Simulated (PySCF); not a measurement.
An unknown gives this computed stick spectrum. Theory: TDDFT CAM-B3LYP/def2-SVPD, vertical, gas phase, core orbitals frozen in the response in PySCF 2.14.0, density-fitted response routines. Geometries: GFN2-xTB, one conformer each.

```tsv
state	E (eV)	f	main configurations (H = HOMO, L = LUMO)
S1	7.73	0.0009	H→L+1 (47%), H→L (23%), H-3→L+4 (10%)
S2	7.92	0.0000	H-1→L+2 (27%), H-3→L+1 (26%), H→L+4 (13%)
S3	8.16	0.0039	H-1→L+1 (30%), H→L+3 (22%), H-3→L+2 (19%)
S4	8.23	0.0000	H-1→L+2 (38%), H-3→L+1 (20%), H-2→L+3 (14%)
S5	8.24	0.0040	H→L+2 (37%), H-2→L+1 (22%), H-3→L+3 (14%)
S6	8.29	0.0021	H-1→L+3 (40%), H-2→L+2 (37%)
S7	8.94	0.012	H→L (67%), H→L+1 (26%)
S8	9.19	0.021	H-1→L (68%), H-1→L+1 (14%)
```

Triplets computed (Tamm–Dancoff): 6.48, 6.48, 7.00 eV.

**Question.** Which structure fits?
A. `c1cscn1` (thiazole)
B. `C#CC#N` (cyanoacetylene)
C. `N#CCC#N` (malononitrile)
D. `O=C1OCCO1` (ethylene carbonate)

**Answer.** C. Its S1, at 7.73 eV, is the highest among the candidates; the nearest of the others has S1 at 7.15 eV. S1 is HOMO→LUMO+1 (47%), HOMO→LUMO (23%), HOMO-3→LUMO+4 (10%). Löwdin shares by element: HOMO nitrogen 48%, carbon 35% or more (atoms not listed hold the other 18%); LUMO carbon 61%, hydrogen 14% or more (atoms not listed hold the other 25%). At the same level the other candidates give, for their lowest levels:
- `O=C1OCCO1`: 7.15 eV (f 0.000); 7.97 eV (f 0.000); 8.14 eV (f 0.014); 8.20 eV (f 0.011); 8.63 eV (f 0.000); T1 6.69 eV; HOMO -10.27, LUMO 0.78 eV
- `C#CC#N`: 5.27 eV (f 0.000); 5.51 eV (f 0.000 summed over 2 states); 7.85 eV (f 0.000); 8.20 eV (f 0.000 summed over 2 states); 8.34 eV (f 0.029 summed over 2 states); T1 4.27 eV; HOMO -10.39, LUMO -0.48 eV
- `c1cscn1`: 5.50 eV (f 0.000); 5.83 eV (f 0.087); 6.24 eV (f 0.002); 6.49 eV (f 0.042); 7.00 eV (f 0.001); T1 3.90 eV; HOMO -8.68, LUMO 0.22 eV
